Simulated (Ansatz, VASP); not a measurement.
## NaF: VASP beside Ansatz

Contents of INCAR:

```
  PREC = Accurate
  ENCUT = 520
  EDIFF = 1E-8
  ISMEAR = -1
  SIGMA = 0.02
  LREAL = False
  LASPH = True
  NELM = 100
  ALGO = Normal
  ISIF = 2
  LWAVE = False
  LCHARG = False
  LEFG = True
  NBANDS = 14
```

File KPOINTS:

```
Automatic mesh
0
Gamma
  10 10 10
```

POSCAR

```
NaF
1.0
    0.0000000000      2.3155297078      2.3155297078
    2.3155297078      0.0000000000      2.3155297078
    2.3155297078      2.3155297078      0.0000000000
Na F
1 1
Direct
    0.0000000000      0.0000000000      0.0000000000
    0.5000000000      0.5000000000      0.5000000000
```

Input for Ansatz:

```yaml
crystal:
  lattice:
    - [0.0, 2.3155297078, 2.3155297078]
    - [2.3155297078, 0.0, 2.3155297078]
    - [2.3155297078, 2.3155297078, 0.0]
  atoms:
    - { symbol: Na, position: [0.0, 0.0, 0.0] }
    - { symbol: F, position: [0.5, 0.5, 0.5] }
kpoints:
  mp_grid: { grid: [10, 10, 10] }
scf:
  occupations: { method: fermi_dirac, width: 0.02 }
hamiltonian:
  xc: lda
  pseudopotentials: { kind: paw }
output:
  forces: true
  stress: true
  eigenvalues: true
  efg: { contact_densities: true }
```

Change from the starting cell: volume scaled by 0.99, PAW files.

Alike in both runs: task electric field gradients; functional LDA; k mesh 10 × 10 × 10; occupations fermi-dirac, width 0.02 eV; no spin polarisation.

```csv
,VASP,Ansatz
version,VASP 6.6.1,Ansatz 0.2.0
potentials or method,"VASP PAW LDA potentials, release 64 (Na_pv, F)","PAW with Ansatz's default frozen-core files, scalar-relativistic"
plane-wave cutoff (eV),520,420
valence electrons in the cell,14,16
```

Ansatz gave:

```
gap on the k mesh at the Fermi level (eV)                      : 5.99
pressure (GPa)                                                 : -4.2
Vzz of the field gradient on the site that differs most (V/Å²) : 0.0
```

Task: What did VASP give for the same quantities?

Result: gap on the k mesh at the Fermi level (eV): 5.97; pressure (GPa): -4.3; Vzz of the field gradient on the site that differs most (V/Å²): 0.0.

The two sets of potentials don't hold the same shells in valence.

A k mesh can miss the band edges.
